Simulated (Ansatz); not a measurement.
A surface is cut from this relaxed crystal of BN:

```
CELL_PARAMETERS angstrom
0.00000 3.33948 2.16883
1.25384 0.00000 2.16883
1.25384 3.33948 0.00000
ATOMIC_POSITIONS crystal
B 0.00011 0.00011 0.99989
N 0.66659 0.66659 0.33341
```

Miller indices refer to the conventional cell of Fmm2 (No. 42), a = 2.508 Å, b = 6.679 Å, c = 4.338 Å, α = 90.00°, β = 90.00°, γ = 90.00°. The bulk's gap is 3.54 eV.

The (011) slab of 12 planes, 9.7 Å thick with 15 Å of vacuum as cut; outer planes N (top) and B (bottom).

Method: Ansatz, DFT PBE+D3(BJ), scalar-relativistic, plane waves, PAW. Plane waves to 420 eV, a k mesh through Γ of 11×7×1 on the computed 12-atom cell and Gaussian smearing (0.05 eV); no spin polarisation. A dipole correction removes the field between periodic images along c.

This cut of an insulator is polar or leaves open shells, so the slab is metallic here; real surfaces compensate by reconstruction or adsorbates.

With the atoms at the bulk's places:

For the slab as cut, the surface energy (mean of both faces) is 5.53 J/m². The gap of the slab on the mesh is none (metal or semimetal) and the work function is 7.95 eV (top), 5.40 eV (bottom). The dipole of the slab along +c, per cell is -0.14 e·Å.

Problem. What changes when all atoms relax within this surface cell and its symmetry?

Solution. The energy falls by 0.121 J/m² a face, and the largest move is 0.13 Å.

* Surface energy (mean of both faces): 5.41 J/m²
* Gap of the slab on the mesh: none (metal or semimetal)
* Work function: 7.46 eV (top), 5.27 eV (bottom)
* Dipole of the slab along +c, per cell: -0.12 e·Å

```csv
plane (bottom to top),atoms,"spacing to next, bulk (Å)",relaxed (Å),change (%)
1,B,0.606,0.584,-3.5
2,N,1.213,1.239,+2.2
3,B,0.606,0.587,-3.0
4,N,1.213,1.222,+0.8
5,B,0.606,0.580,-4.2
6,N,1.213,1.213,0.0
7,B,0.606,0.575,-5.0
8,N,1.213,1.217,+0.3
9,B,0.606,0.565,-6.7
10,N,1.213,1.266,+4.3
11,B,0.606,0.503,-17.0
12,N,,,
```

Spin polarisation was left out, and a magnetic state may lie lower.

The reference crystal is a form of BN, which isn't its usual structure.